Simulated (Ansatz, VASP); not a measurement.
# Na in VASP and in Ansatz

INCAR

```
PREC = Accurate
ENCUT = 520
EDIFF = 1E-6
ISMEAR = -1
SIGMA = 0.1
LREAL = False
LASPH = True
NELM = 100
ALGO = Normal
ISIF = 2
LWAVE = False
LCHARG = True
GGA = RE
LELF = True
LVHAR = True
NBANDS = 10
```

Contents of KPOINTS:

```
regular mesh
0
Gamma
  17 17 17
```

POSCAR

```
Na
1.0
    0.0000000000      2.8047923990      2.8047923990
    2.8047923990      0.0000000000      2.8047923990
    2.8047923990      2.8047923990      0.0000000000
Na
1
Direct
    0.0000000000      0.0000000000      0.0000000000
```

Input for Ansatz:

```yaml
crystal:
  lattice:
    - [0.0, 2.804792399, 2.804792399]
    - [2.804792399, 0.0, 2.804792399]
    - [2.804792399, 2.804792399, 0.0]
  atoms:
    - { symbol: Na, position: [0.0, 0.0, 0.0] }
hamiltonian:
  xc: revpbe
  pseudopotentials:
    kind: paw
    azcp:
      Na: "pseudopotentials/Na.paw.azcp"
basis:
  ecutwfc: 420
  fft_grid_basis: typed
kpoints:
  mp_grid: { grid: [17, 17, 17], shift: [0, 0, 0] }
magnetization:
  spin_polarized: false
scf:
  occupations: { method: fermi_dirac, width: 0.1 }
output:
  stress: true
  write_density: true
  write_potential: true
  elf: true
  volumetric_format: npy
```

Alike in both runs: task single point; functional revPBE; k mesh 17 × 17 × 17; occupations fermi-dirac, width 0.1 eV; no spin polarisation.

```csv
,VASP,Ansatz
version,VASP 6.6.1,Ansatz 0.2.0
potentials or method,"VASP PAW PBE potentials, release 64 (Na_pv)","plane waves (420 eV) with PAW, scalar-relativistic"
plane-wave cutoff (eV),520,420
valence electrons in the cell,7,9
```

```csv
,VASP,Ansatz,Ansatz less VASP
pressure (GPa),-0.6,-0.6,-0.01
```

The two sets of potentials don't hold the same shells in valence.

Caveats: the PAW data sets were made with another functional, which shifts forces and pressure a little (VASP).
